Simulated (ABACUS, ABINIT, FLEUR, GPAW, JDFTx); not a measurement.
# Cost and result for the band gap of KCl

```cif
data_structure
_symmetry_space_group_name_H-M 'P 1'
_symmetry_Int_Tables_number 1
_cell_length_a 4.4498
_cell_length_b 4.4498
_cell_length_c 4.4498
_cell_angle_alpha 60.000
_cell_angle_beta 60.000
_cell_angle_gamma 60.000
_cell_volume 62.30
loop_
_atom_site_label
_atom_site_type_symbol
_atom_site_fract_x
_atom_site_fract_y
_atom_site_fract_z
_atom_site_occupancy
K1 K 0.00000 0.00000 0.00000 1
Cl1 Cl 0.50000 0.50000 0.50000 1
```

| rung | level | program and potentials | cutoff (eV) | k mesh | task | core time | chip | band gap (eV) | notes |
| --- | --- | --- | --- | --- | --- | --- | --- | --- | --- |
| GGA | PW91 | ABACUS, PseudoDojo NC SR 0.5 PBE standard, plane waves | 1007 | 6 × 6 × 6 | single point | 21 s | AMD EPYC 9R45 Zen 5 | (a) | potentials made for PBE |
| GGA | RPBE | ABACUS, SG15 ONCV 1.2 PBE, plane waves | 1007 | 6 × 6 × 6 | single point | 25 s | Intel Xeon Platinum 8488C Sapphire Rapids | 5.56 | potentials made for PBE |
| GGA | PBEsol | FLEUR, all-electron, FLAPW | - | 7 × 7 × 7 | band structure | 41 s | Arm Neoverse V2 | 5.03 | - |
| GGA | BLYP | JDFTx, PseudoDojo-SR-PBE-0.5-standard | 1007 | 7 × 7 × 7 | band structure | 80 s | Arm Neoverse V1 | 5.17 | potentials made for PBE; from the band path |
| GGA | PBE | GPAW, PAW data sets generated for this functional | 600 | 7 × 7 × 7 | band structure | 89 s | Arm Neoverse V1 | 5.19 | - |
| G0W0 | G0W0 on LDA | ABINIT, PseudoDojo NC SR LDA v0.4.1 standard | 980 | 4 × 4 × 4 | G0W0 quasiparticle levels | 2.7 min | Arm Neoverse V2 | 8.01 | bands, basis or mesh of the many-body step not converged; response cutoff 109 eV, bands 68 |

Times are single runs on shared hosts and different chips, so they are rough; meshes, cutoffs and the tasks' sizes weigh on the time. All rows: no spin polarisation. Gaps are the least found on the k mesh or the band path, and a mesh can miss the band edges. The cell comes from a database and isn't always the measured one. Meshes differ between rows, which moves values too. All levels ran on this one cell, unrelaxed unless noted. Meshes are those of the run's cell of 2 atoms unless a note names another. Runs on faulty files, with rough fits or with known faults for this quantity aren't shown. No row holds spin-orbit coupling.

Problem. Estimate the value left out from the other rows.

Solution. (a) 5.21 eV.
